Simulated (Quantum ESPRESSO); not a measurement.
## HgTe (Coloradoite) under changes of volume

One of the cells (33.215 Å³/atom); the others are scaled copies at fixed shape and fractional positions:

```
Hg Te
1.0
     0.00000    3.21450    3.21450
     3.21450    0.00000    3.21450
     3.21450    3.21450    0.00000
Hg Te
1 1
Direct
  0.00000 0.00000 0.00000
  0.75000 0.75000 0.75000
```

| Property | Result |
| --- | --- |
| Program | Quantum ESPRESSO 7.5 |
| Functional | LDA |
| Potentials or basis | PseudoDojo 0.4.1 SR LDA standard |
| Cutoff | 1088 eV |
| Density cutoff | 4354 eV |
| k mesh | 7 × 7 × 7 |
| Occupations | fermi-dirac, width 0.05 eV |
| Spin | no spin polarisation |

```csv
volume (Å³/atom),energy over the lowest point (meV/atom),pressure (GPa)
31.223,23.06,3.7
31.887,10.42,2.4
32.551,?,?
33.215,0.00,0.2
33.880,1.10,-0.7
34.544,5.76,-1.5
35.208,13.58,-2.3
```

Q: What does the run at 32.551 Å³/atom give?

A: Energy over the lowest point 2.93 meV/atom; pressure 1.2 GPa.

Worked out: A Birch-Murnaghan fit of order 3 (a polynomial in V^(-2/3)) to the other rows has its minimum at 33.35 Å³/atom with B0 = V·E''(V) = 48 GPa and B' = 5.2. It gives 2.93 meV/atom at 32.551 Å³/atom, against the run's 2.93, and -dE/dV = 1.2 GPa, against 1.2.

Energies are extrapolated to zero smearing.
